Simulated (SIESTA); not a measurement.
Crystal: SnO2 (Cassiterite).

```xyz
6
Lattice="4.7380 0.0000 0.0000 0.0000 4.7380 0.0000 0.0000 0.0000 3.1865" Properties=species:S:1:pos:R:3 pbc="T T T"
Sn    2.3690    2.3690    1.5933
Sn    0.0000    0.0000    0.0000
O     3.8240    0.9140    1.5933
O     3.2830    3.2830    0.0000
O     0.9140    3.8240    1.5933
O     1.4550    1.4550    0.0000
```

Base run:

| Quantity | Value |
| --- | --- |
| Program | SIESTA 5.4.2 |
| Functional | PBE |
| Potentials or basis | PseudoDojo 0.4 stringent (PBE files) |
| Basis | DZP (energy shift 0.002 Ry) |
| Grid cutoff | 800 Ry |
| Energy shift | 0.002 Ry |
| k mesh | 6 × 6 × 8 |
| Occupations | fermi-dirac, width 0.05 eV |
| Spin | no spin polarisation |

Its results: band gap on the k mesh 1.26 eV, direct; pressure 13.3 GPa; largest force 0.200 eV/Å.

The run is repeated on the same cell with these changes: potentials or basis from PseudoDojo 0.4 stringent (PBE files) to PseudoDojo 0.5 standard (PBE files); valence electrons from 68 to 52. What comes out?

Band gap on the k mesh 0.95 eV, direct; pressure 18.9 GPa; largest force 0.298 eV/Å.

Caveats: semicore shells carry a single zeta, which can move pressures by several GPa and volumes by a few percent; spin-orbit coupling is left out, which moves the levels of the heavy elements; the basis of atomic orbitals isn't converged, which shifts pressures, moduli and gaps; the valence orbitals were made in a potential fitted to the semicore shell under them, which widens gaps by tenths of an eV or more (some runs); so large a pressure means that the cell lies far from this level's equilibrium, or that cutoff or potentials fall short (some runs).

Not every run made on this cell is shown here.
